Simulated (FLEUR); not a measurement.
CdF2:

```
Cd F
1.0
     0.00000    2.69400    2.69400
     2.69400    0.00000    2.69400
     2.69400    2.69400    0.00000
Cd F
1 2
Direct
  0.00000 0.00000 0.00000
  0.75000 0.75000 0.75000
  0.25000 0.25000 0.25000
```

* Program: FLEUR MaX-R8.1 (later development tree)
* Task: single point
* Functional: PBEsol
* Potentials or basis: all-electron
* Basis: FLAPW
* Kmax: 4.62 1/bohr
* k mesh: 9 × 9 × 9
* Occupations: fermi-dirac, width 0.05 eV
* Spin: no spin polarisation
* Gmax: 14.3 1/bohr
* Muffin-tin radii: Cd 2.4, F 1.56 bohr
* lmax: Cd 10, F 8
* lnonsphr: Cd 10, F 8
* Local orbitals a species: Cd 5, F 3
* Max iterations: 60
* Mixing factor: 0.05
* Mixer: Anderson
* Mixer history: 15

On this cell: largest force zero by symmetry; band gap on the k mesh 2.95 eV, indirect (least direct gap 3.41 eV).

The same run follows on a disturbed copy (atoms moved at random, drawn with an rms of 0.05 Å):

```xyz
3
Lattice="0.0000 2.6940 2.6940 2.6940 0.0000 2.6940 2.6940 2.6940 0.0000" Properties=species:S:1:pos:R:3 pbc="T T T"
Cd    0.0259    0.0315    0.0029
F     4.0459    4.0797    4.0892
F     1.2791    1.3784    1.3804
```

Problem. What changes?

Solution. The energy moves by +6.7 meV/atom; largest force 0.374 eV/Å; band gap on the k mesh 2.94 eV, indirect (least direct gap 3.36 eV).

Forces in eV/Å, atoms in the order of the input:
```
Cd  -0.271  0.042  0.184
F   -0.100 -0.019 -0.135
F    0.370 -0.022 -0.049
```

Caveats: an odd mesh through Γ misses points on the zone boundary, where band edges often lie.
